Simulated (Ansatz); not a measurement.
This was printed by a script on the Ansatz DFT code, driven from Python, for a calculation of the dielectric tensor and Born charges of PbS, space group C2/m. What did the script look like? Settings: PBEsol, PAW, cutoff 630 eV, 3×3×1 k-points, fixed occupations.

```
Pb S
1.0
     2.94050   -2.90000    0.00000
     2.94050    2.90000    0.00000
    -1.08005    0.00000   11.70929
Pb S
2 2
Cartesian
  3.8740 0.0000 7.4516
  0.9270 0.0000 4.2577
  0.9319 0.0000 7.0092
  3.8690 0.0000 4.7001
```

```console
$ python eps.py
mean eps_inf 6.212, fraction of exact exchange 1/eps = 0.161
[[ 8.283  0.    -0.   ]
 [ 0.     8.428  0.   ]
 [-0.     0.     1.925]]
Born charge tensor of Pb 0
[[4.534e+00 0.000e+00 2.000e-03]
 [0.000e+00 4.726e+00 0.000e+00]
 [0.000e+00 0.000e+00 5.430e-01]]
Born charge tensor of Pb 1
[[4.534e+00 0.000e+00 2.000e-03]
 [0.000e+00 4.726e+00 0.000e+00]
 [0.000e+00 0.000e+00 5.430e-01]]
Born charge tensor of S 2
[[-4.534e+00  0.000e+00 -2.000e-03]
 [ 0.000e+00 -4.726e+00  0.000e+00]
 [ 0.000e+00  0.000e+00 -5.430e-01]]
Born charge tensor of S 3
[[-4.534e+00  0.000e+00 -2.000e-03]
 [ 0.000e+00 -4.726e+00  0.000e+00]
 [ 0.000e+00  0.000e+00 -5.430e-01]]
charge neutrality missed by 0.0255 e before the sum rule
```

One script that gives this output:

`eps.py`:
```python
'''High-frequency dielectric tensor and Born charges of PbS.'''

from dataclasses import dataclass

import ansatz as az
from ase import Atoms
import numpy as np


@dataclass
class RunConfig:
    ecut: int = 630
    kmesh: tuple[int, ...] = (3, 3, 1)
    max_iterations: int = 100
    filling: str = 'fixed'


cfg = RunConfig()

atoms = Atoms(
    ['Pb', 'Pb', 'S', 'S'],
    scaled_positions=[
        (0.7756, 0.7756, 0.63638),
        (0.2244, 0.2244, 0.36362),
        (0.2684, 0.2684, 0.5986),
        (0.7316, 0.7316, 0.4014),
    ],
    cell=[
        (2.9405, -2.9, 0.0),
        (2.9405, 2.9, 0.0),
        (-1.08005, 0.0, 11.70929),
    ],
    pbc=True,
)
cell = az.Crystal.from_ase(atoms)

# an insulator: whole occupations
setup = (
    cell.calculation()
    .functional(az.Functional.PBESOL)
    .basis(cfg.ecut, density_ratio=4)
    .accuracy('medium')
    .kpoints(*cfg.kmesh, center='monkhorst-pack')
    .scf(max_iterations=cfg.max_iterations)
    .occupations(cfg.filling)
    .dielectric()
)
outcome = setup.run(threads=1)
response = outcome.dielectric
eps = np.asarray(response.eps_inf)

print(f'mean eps_inf {np.trace(eps) / 3:.3f}, fraction of exact exchange 1/eps = {3 / np.trace(eps):.3f}')
print(np.array2string(eps, precision=3, suppress_small=True))
for index, (site, z) in enumerate(zip(outcome.lattice.sites, response.zstar_e)):
    print('Born charge tensor of', site.symbol, index)
    print(np.round(z, 3) + 0.0)
print(f'charge neutrality missed by {response.zstar_sum_residual_pre_e:.4f} e before the sum rule')
```

Reading the output:
- These settings explore the input space; cutoff and mesh may be short of convergence.
- The cell holds layers, chains or clusters in vacuum, no bulk phase.
- Under fixed occupations the level called the Fermi level is the highest filled one on the SCF mesh; off the mesh a filled band can lie a little above it.
- Energy and stress may still move on a finer k-point mesh.
- Averages over directions belong to no single polarisation, least of all in layered crystals.
- Pressure is positive in compression.
- Spin-orbit coupling, which matters for elements this heavy, is left out.
- The starting cell is as deposited in a crystallographic database; the results hold for this polymorph, which needn't be the stable one.
- This is the electronic (clamped-ion) response; a semilocal gap that is too small tends to raise it. The typed mesh is that of the SCF; the response is solved on denser meshes that the run picks.
- The whole script took 3.9 min on 1 thread of AMD EPYC 7R43 64-Core Processor (Zen 3), with other jobs on the host, peak memory 1.3 GiB.

(Lines on the test bed's own set-up are left out of the output.)
